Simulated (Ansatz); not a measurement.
# GaN: single point with PBE

**The experiment to reproduce.**

From a printed reference work, textbook, for a bulk crystal of GaN at 0 K: band gap 3.299 eV (direct).

Crystal: GaN.

```
Ga N
1.0
     0.00000    2.25350    2.25350
     2.25350    0.00000    2.25350
     2.25350    2.25350    0.00000
Ga N
1 1
Cartesian
  0.0000 0.0000 0.0000
  1.1268 1.1268 1.1268
```

The cell is a database's computed one.

| Item | Value |
| --- | --- |
| Program | Ansatz 0.2.0 |
| Task | single point |
| Functional | PBE |
| Potentials or basis | Ansatz PAW |
| Cutoff | 420 eV (not typed: the program's choice for these potentials) |
| k mesh | 10 × 10 × 10 |
| Occupations | gaussian, width 0.05 eV |
| Spin | no spin polarisation |

| Property | Result |
| --- | --- |
| Pressure | 5.0 GPa |
| Band gap on the k mesh | 1.72 eV, direct |

Levels at points of the mesh, in eV from the valence-band top:
| k point | band 6 | band 7 | band 8 | band 9 | band 10 | band 11 | band 12 | band 13 |
| --- | --- | --- | --- | --- | --- | --- | --- | --- |
| (0.00, 0.00, 0.00) | -13.17 | 0.00 | 0.00 | 0.00 | 1.72 | 10.31 | 10.31 | 10.31 |
| (0.00, 0.00, -0.50) | -11.91 | -7.03 | -0.97 | -0.97 | 4.64 | 8.72 | 10.36 | 10.36 |
| (0.00, -0.50, -0.50) | -11.48 | -6.12 | -2.70 | -2.70 | 3.35 | 6.67 | 11.70 | 13.95 |

Wall time 0.89 s on 2 threads of Arm Neoverse V1, with other jobs on the host, peak memory 0.28 GiB.

Measured gap of GaN: 3.299 eV (direct; 0 K; a printed reference work, textbook). This calculation gives 1.72 eV (-1.58 eV). Spin-orbit coupling on Ga is left out. The value is that of PBE, without temperature or zero-point motion. Semilocal functionals fall short of measured gaps as a rule. The cell is a database's relaxed one, not the measured one, which moves gaps too.

Caveat: the pressure holds a Pulay correction of +0.5 GPa for the finite cutoff.
